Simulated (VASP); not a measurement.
Crystal: Cu2O.

```
CELL_PARAMETERS angstrom
4.26000 0.00000 0.00000
0.00000 4.26000 0.00000
0.00000 0.00000 4.26000
ATOMIC_POSITIONS crystal
Cu 0.25000 0.25000 0.25000
Cu 0.25000 0.75000 0.75000
Cu 0.75000 0.75000 0.25000
Cu 0.75000 0.25000 0.75000
O 0.00000 0.00000 0.00000
O 0.50000 0.50000 0.50000
```

| Item | Value |
| --- | --- |
| Program | VASP 6.6.1 |
| Task | relaxation of cell and atoms |
| Functional | LDA |
| Potentials or basis | VASP PAW LDA potentials, release 64 (Cu, O) |
| Cutoff | 600 eV |
| k mesh | 8 × 8 × 8 |
| Occupations | fermi-dirac, width 0.05 eV |
| Spin | no spin polarisation |

At the start: pressure -7.5 GPa; volume 12.88 Å³/atom.

Problem. How do energy, volume and symmetry change on relaxing?

Solution. Over 3 steps the energy falls by 18.3 meV/atom and the volume is 12.15 Å³/atom (-5.7 %); space group Pn-3m (No. 224, to 0.05 Å).

The path:
```
step  energy change (eV)  largest force (eV/Å)  pressure (GPa)  volume (Å³)
   1              0.0000                0.0000           -7.51        77.31
   2             -0.0794                0.0000            4.65        70.75
   3             -0.1096                0.0000           -0.05        72.89
```

Final structure:
```
Cu O
1.0
     4.17719    0.00000    0.00000
     0.00000    4.17719    0.00000
     0.00000    0.00000    4.17719
Cu O
4 2
Direct
  0.25000 0.25000 0.25000
  0.25000 0.75000 0.75000
  0.75000 0.75000 0.25000
  0.75000 0.25000 0.75000
  0.00000 0.00000 0.00000
  0.50000 0.50000 0.50000
```
